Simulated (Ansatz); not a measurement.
A calculation with Ansatz 0.2.0 of Br (ASE script, structure from a CIF):

Contents of run.py:

```python
import json

import ase.io
import numpy as np

import ansatz as az

atoms = ase.io.read("Br.cif")
atoms.info.pop("occupancy", None)

calculation = (
    az.Crystal.from_ase(atoms)
    .calculation()
    .kpoints(8, 8, 3)
    .functional("rpbe")
    .pseudopotentials(kind="paw", source="jth")
    .scf(extra_bands=6)
    .occupations(method="fermi_dirac", width=0.05)
    .density_of_states(energy_step=0.05, projected=False, nscf_kmesh=(12, 12, 5))
    .forces()
    .stress()
    .band_table(publish=True)
)
outcome = calculation.run(threads=2, events_out="events.jsonl")

report = outcome.report
for line in open("events.jsonl"):
    event = json.loads(line)
    if event["event"] == "scf_iter":
        d = event["data"]
        print(f"SCF {d['iter']:3d}  HF = {d['harris_foulkes_ev']:.6f} eV  dr2 = {d['dr2_ev']:.2e} eV")
    elif event["event"] in ("relax_step", "md_step"):
        d = event["data"]
        print(f"{event['event']} {d['step']:3d}  E = {d['lagrangian_ev']:.6f} eV")
np.set_printoptions(precision=5, suppress=True, linewidth=110)
print("converged:", report["converged"], "after", report["n_iterations"], "iterations")
print(f"free energy {report['free_energy_ev']:.6f} eV, Fermi level {report['fermi_energy_ev']:.4f} eV")
for key in ("band_edges_ev", "magnetization_mub", "site_moments_mub", "site_moments_nc_mub", "forces_ev_ang",
                "stress_gpa"):
    if report.get(key) is not None:
        print(key, np.array(report[key]), sep="\n")
```

Br.cif

```cif
data_Br
_cell_length_a 2.84698341
_cell_length_b 2.84698341
_cell_length_c 7.15503474
_cell_angle_alpha 90.00000000
_cell_angle_beta 90.00000000
_cell_angle_gamma 90.00000000
_space_group_name_H-M_alt 'I4/mmm'
_space_group_name_Hall '-I 4 2'
_space_group_IT_number 139
loop_
_space_group_symop_operation_xyz
'x,y,z'
'-x,-y,-z'
'-y,x,z'
'y,-x,-z'
'-x,-y,z'
'x,y,-z'
'y,-x,z'
'-y,x,-z'
'x,-y,-z'
'-x,y,z'
'-y,-x,-z'
'y,x,z'
'-x,y,-z'
'x,-y,z'
'y,x,-z'
'-y,-x,z'
'x+1/2,y+1/2,z+1/2'
'-x+1/2,-y+1/2,-z+1/2'
'-y+1/2,x+1/2,z+1/2'
'y+1/2,-x+1/2,-z+1/2'
'-x+1/2,-y+1/2,z+1/2'
'x+1/2,y+1/2,-z+1/2'
'y+1/2,-x+1/2,z+1/2'
'-y+1/2,x+1/2,-z+1/2'
'x+1/2,-y+1/2,-z+1/2'
'-x+1/2,y+1/2,z+1/2'
'-y+1/2,-x+1/2,-z+1/2'
'y+1/2,x+1/2,z+1/2'
'-x+1/2,y+1/2,-z+1/2'
'x+1/2,-y+1/2,z+1/2'
'y+1/2,x+1/2,-z+1/2'
'-y+1/2,-x+1/2,z+1/2'
loop_
_atom_site_label
_atom_site_type_symbol
_atom_site_symmetry_multiplicity
_atom_site_Wyckoff_symbol
_atom_site_fract_x
_atom_site_fract_y
_atom_site_fract_z
_atom_site_occupancy
Br1 Br 2 a 0.0000000000 0.0000000000 0.0000000000 1
```

Potentials or basis: JTH PAW.

Run with:

```sh
$ python run.py
```

**Question.** Write the same calculation in another form: native input, structure typed inline.

**Answer.** As run:

File input.yaml:

```yaml
crystal:
  lattice:
    - [2.84698341, 0.0, 0.0]
    - [0.0, 2.84698341, 0.0]
    - [0.0, 0.0, 7.15503474]
  atoms:
    - { symbol: Br, position: [0.0, 0.0, 0.0] }
    - { symbol: Br, position: [0.5, 0.5, 0.5] }
hamiltonian:
  xc: rpbe
  pseudopotentials: { kind: paw, source: jth }
kpoints:
  mp_grid: { grid: [8, 8, 3] }
scf:
  occupations: { method: fermi_dirac, width: 0.05 }
  n_extra_bands: 6
output:
  forces: true
  stress: true
  eigenvalues: true
  dos: { projected: false, de: 0.05, nscf_kmesh: { grid: [12, 12, 5] } }
  write_density: true
  write_potential: true
  elf: true
  volumetric_format: npy
```

Potentials or basis: JTH PAW.

Launch:

```console
$ ansatz run input.yaml --threads 2 --pin off --max-ram 5120MiB --backend cpu --events-out ev --progress --plain --runs-dir out
```

Both were run:

|  | ASE script, structure from a CIF | native input, structure typed inline |
| --- | --- | --- |
| Pressure | 3.3 GPa | 3.3 GPa |
| Band gap on the k mesh | none (metal or under the smearing width) | none (metal or under the smearing width) |
| Density of states at the Fermi level | 0.87 states/eV per cell | 0.87 states/eV per cell |

Keys that steer only the numerical path or the files written may differ.

Caveat: the potentials were made for another functional, which shifts forces and pressure; this functional lacks dispersion, which binds the layers, so the pressure and a relaxed spacing across them are unreliable.
